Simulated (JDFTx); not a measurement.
# Mg (Im-3m) in JDFTx: reference runs

How does Mg come out in PBE? The cell is run as given and disturbed.

All numbers are computed with JDFTx 1.7.0 (patched build); they aren't measurements. Logs are shortened: lines on timing, memory, paths and dates and some standing lists are left out, and cuts for length are marked. The log counts tension as positive stress, the text compression.

### 1 The structure

Symmetry: Im-3m, No. 229, cubic system. The conventional cell has a = 3.546 Å, b = 3.546 Å, c = 3.546 Å, α = 90.00°, β = 90.00°, γ = 90.00°. Around Mg (site symmetry m-3m) lie 8 Mg at 3.07 Å.

This isn't the form of Mg at room conditions, which is hcp.

### 2 Single point, PBE

Mg.in

```
lattice \
   -3.3500393822     3.3500393822     3.3500393822 \
    3.3500393822    -3.3500393822     3.3500393822 \
    3.3500393822     3.3500393822    -3.3500393822
coords-type Lattice
ion Mg     0.0000000000     0.0000000000     0.0000000000 1

ion-species pseudo/Mg.upf
elec-cutoff 42
elec-ex-corr gga-PBE
kpoint-folding 11 11 11
elec-smearing Fermi 0.0018374661
elec-n-bands 10
electronic-SCF nIterations 100 energyDiffThreshold 1e-08
electronic-minimize nIterations 30 energyDiffThreshold 1e-7
converge-empty-states yes
forces-output-coords Cartesian

dump-name run.$VAR
dump End Ecomponents EigStats BandEigs Kpoints Forces Stress
```

Potentials or basis: PseudoDojo-SR-PBE-0.5-standard.

Launch:

```sh
$ jdftx -c 1 -i Mg.in -o Mg.out
```

Log:

```text
*************** JDFTx 1.7.0 (patched build) ***************

[... 9 lines left out ...]
---------- Initializing the Grid ----------
R =
[     -3.35004      3.35004      3.35004  ]
[      3.35004     -3.35004      3.35004  ]
[      3.35004      3.35004     -3.35004  ]
unit cell volume = 150.387
G =
[ -2.54615e-17   0.937778   0.937778  ]
[   0.937778 -2.54615e-17   0.937778  ]
[   0.937778   0.937778 -2.54615e-17  ]
Minimum fftbox size, Smin = [  36  36  36  ]
Chosen fftbox size, S = [  36  36  36  ]

---------- Exchange Correlation functional ----------
Initalized PBE GGA exchange.
Initalized PBE GGA correlation.

---------- Setting up pseudopotentials ----------
Width of ionic core gaussian charges (only for fluid interactions / plotting) set to 0

Reading pseudopotential file 'pseudo/Mg.upf':
  'Mg' pseudopotential, 'PBE' functional
  Generated using ONCVPSP code by D. R. Hamann
  10 valence electrons, 3 orbitals, 4 projectors, 1001 radial grid points, with lMax = 1
    2S    l: 0   occupation:  2.0   eigenvalue: -2.934267
    2P    l: 1   occupation:  6.0   eigenvalue: -1.713025
    3S    l: 0   occupation:  2.0   eigenvalue: -0.172924
  Core radius for overlap checks: 1.50 bohrs.

Initialized 1 species with 1 total atoms.

Folded 1 k-points by 11x11x11 to 1331 k-points.

---------- Setting up k-points, bands, fillings ----------
Reduced to 56 k-points under symmetry.
Computing the number of bands and number of electrons
Calculating initial fillings.
nElectrons:  10.000000   nBands: 10   nStates: 56

----- Setting up reduced wavefunction bases (one per k-point) -----
average nbasis = 1954.812 , ideal nbasis = 1955.139

---------- Setting up ewald sum ----------
Optimum gaussian width for ewald sums = 2.091692 bohr.
Real space sum over 2197 unit cells with max indices [  6  6  6  ]
Reciprocal space sum over 2197 terms with max indices [  6  6  6  ]

---------- Allocating electronic variables ----------
Initializing wave functions:  linear combination of atomic orbitals
Note: number of bands (10) exceeds available atomic orbitals (5)
Mg pseudo-atom occupations:   s ( 2 2 )  p ( 6 )
	FillingsUpdate:  mu: +0.241280227  nElectrons: 10.000000
LCAOMinimize: Iter:   0  F: -59.3704298989431507  |grad|_K:  1.594e-04  alpha:  1.000e+00
	FillingsUpdate:  mu: +0.241353118  nElectrons: 10.000000
LCAOMinimize: Iter:   1  F: -59.3704920768545463  |grad|_K:  2.631e-06  alpha:  8.761e-01  linmin: -5.974e-02  cgtest:  4.791e-01
LCAOMinimize: Encountered beta<0, resetting CG.
	FillingsUpdate:  mu: +0.241353799  nElectrons: 10.000000
LCAOMinimize: Iter:   2  F: -59.3704920959151252  |grad|_K:  1.088e-07  alpha:  9.833e-01  linmin: -5.312e-04  cgtest:  1.183e-02
	FillingsUpdate:  mu: +0.241353755  nElectrons: 10.000000
LCAOMinimize: Iter:   3  F: -59.3704920959454654  |grad|_K:  2.337e-09  alpha:  8.958e-01  linmin: -3.140e-02  cgtest:  1.428e-01
LCAOMinimize: Encountered beta<0, resetting CG.
LCAOMinimize: Converged (|Delta F|<1.000000e-06 for 2 iters).

-------- Electronic minimization -----------
Will mix electronic density at each iteration.
	FillingsUpdate:  mu: +0.241353755  nElectrons: 10.000000
	FillingsUpdate:  mu: +0.215585715  nElectrons: 10.000000
SCF: Cycle:  0   F: -59.395120593719760   dF: -2.463e-02   |Residual|: 7.242e-03   |deigs|: 5.879e-02
	FillingsUpdate:  mu: +0.215614798  nElectrons: 10.000000
SCF: Cycle:  1   F: -59.395263687509761   dF: -1.431e-04   |Residual|: 3.450e-03   |deigs|: 4.517e-03
	FillingsUpdate:  mu: +0.215737931  nElectrons: 10.000000
SCF: Cycle:  2   F: -59.395267681671562   dF: -3.994e-06   |Residual|: 1.193e-03   |deigs|: 1.961e-03
	FillingsUpdate:  mu: +0.215743587  nElectrons: 10.000000
SCF: Cycle:  3   F: -59.395267696680556   dF: -1.501e-08   |Residual|: 6.722e-04   |deigs|: 3.551e-04
	FillingsUpdate:  mu: +0.215779217  nElectrons: 10.000000
SCF: Cycle:  4   F: -59.395267824621918   dF: -1.279e-07   |Residual|: 1.101e-04   |deigs|: 5.426e-04
	FillingsUpdate:  mu: +0.215777799  nElectrons: 10.000000
SCF: Cycle:  5   F: -59.395267826974404   dF: -2.352e-09   |Residual|: 3.280e-05   |deigs|: 7.278e-05
	FillingsUpdate:  mu: +0.215779019  nElectrons: 10.000000
SCF: Cycle:  6   F: -59.395267827196214   dF: -2.218e-10   |Residual|: 1.591e-05   |deigs|: 3.943e-05
SCF: Converged (|Delta E|<1.000000e-08 for 2 iters).

Setting wave functions to eigenvectors of Hamiltonian
Converging empty states (this may take a while):
EmptyStates: None of the convergence criteria satisfied.
|deigs|: 3.036e-04

# Stress tensor in Cartesian coordinates [Eh/a0^3]:
[  -3.2799e-05            0            0  ]
[            0  -3.2799e-05            0  ]
[            0            0  -3.2799e-05  ]

# Ionic positions in lattice coordinates:
ion Mg   0.000000000000000   0.000000000000000   0.000000000000000 1

# Forces in Cartesian coordinates:
force Mg  -0.000000000000000  -0.000000000000000  -0.000000000000000 1

# Energy components:
   Eewald =      -27.1581393105796458
       EH =       21.5211021661314277
     Eloc =      -61.7250619598960810
      Enl =      -18.0480943214286036
      Exc =       -7.9227180474412364
       KE =       33.9377354357288326
-------------------------------------
     Etot =      -59.3951760374853066
       TS =        0.0000917897109087
-------------------------------------
        F =      -59.3952678271962142

IonicMinimize: Iter:   0  F: -59.395267827196214  |grad|_K:  0.000e+00
IonicMinimize: Converged (|grad|_K<1.000000e-04).

#--- Lowdin population analysis ---
# oxidation-state Mg +0.554

Dumping 'run.eigStats' ...
	eMin: -2.579222 at state 0 ( [ +0.000000 +0.000000 +0.000000 ] spin 0 )
	HOMO: +0.214511 at state 23 ( [ +0.090909 +0.181818 +0.363636 ] spin 0 )
	mu  : +0.215779
	LUMO: +0.219013 at state 30 ( [ +0.090909 +0.454545 -0.454545 ] spin 0 )
	eMax: +0.959307 at state 39 ( [ +0.181818 +0.272727 +0.272727 ] spin 0 )
	HOMO-LUMO gap: +0.004502
	Optical gap  : +0.021659 at state 15 ( [ +0.000000 +0.272727 +0.363636 ] spin 0 )
WARNING: the last solve of the electrons (or of bands or displaced states from it) ended unconverged.
Done!
[note: the HOMO, LUMO and gaps printed at the end count levels as full or empty at half filling, so they show a gap where a level is partly filled]
```

Wall time 27 s (1 thread of Arm Neoverse V1, shared host); peak memory 0.06 GiB.

Results:

```
Free energy            : -1616.2276 eV
Pressure               : 1.0 GPa
Band gap on the k mesh : none (metal or under the smearing width)
```

Levels at points of the mesh, in eV from the Fermi level:
| k point | band 2 | band 3 | band 4 | band 5 | band 6 | band 7 | band 8 | band 9 |
| --- | --- | --- | --- | --- | --- | --- | --- | --- |
| (0.00, 0.00, 0.00) | -42.81 | -42.81 | -42.81 | -7.08 | 13.33 | 13.33 | 13.33 | 15.35 |

Caveat: the empty levels aren't tightly converged.

### 3 Single point, PBE (cell strained at random at fixed volume)

Mg.in, as its differences from that of step 2:

```diff
@@ -1,7 +1,7 @@
 lattice \
-   -3.3500393822     3.3500393822     3.3500393822 \
-    3.3500393822    -3.3500393822     3.3500393822 \
-    3.3500393822     3.3500393822    -3.3500393822
+   -3.3412512171     3.3305969412     3.3776700190 \
+    3.3216301908    -3.3818973363     3.4183161382 \
+    3.3017275952     3.3513404649    -3.3619928511
 coords-type Lattice
-ion Mg     0.0000000000     0.0000000000     0.0000000000 1
+ion Mg    -0.0142060000    -0.0107230000    -0.0211460000 1
```

Potentials or basis: PseudoDojo-SR-PBE-0.5-standard.

Launch:

```sh
$ jdftx -c 1 -i Mg.in -o Mg.out
```

Run time: 5.1 min. Hardware: 1 thread of Arm Neoverse V1, shared host; peak memory 0.45 GiB.

Results (log left out):

* Free energy: -1616.2263 eV
* Pressure: 1.0 GPa
* Band gap on the k mesh: none (metal or under the smearing width)

Stress tensor (GPa, compression positive):
```
 0.95 -0.34  0.10
-0.34  0.91  0.60
 0.10  0.60  1.08
```

Levels at points of the mesh, in eV from the Fermi level:
| k point | band 2 | band 3 | band 4 | band 5 | band 6 | band 7 | band 8 | band 9 |
| --- | --- | --- | --- | --- | --- | --- | --- | --- |
| (0.00, 0.00, 0.00) | -42.82 | -42.82 | -42.81 | -7.09 | 13.14 | 13.28 | 13.49 | 15.21 |
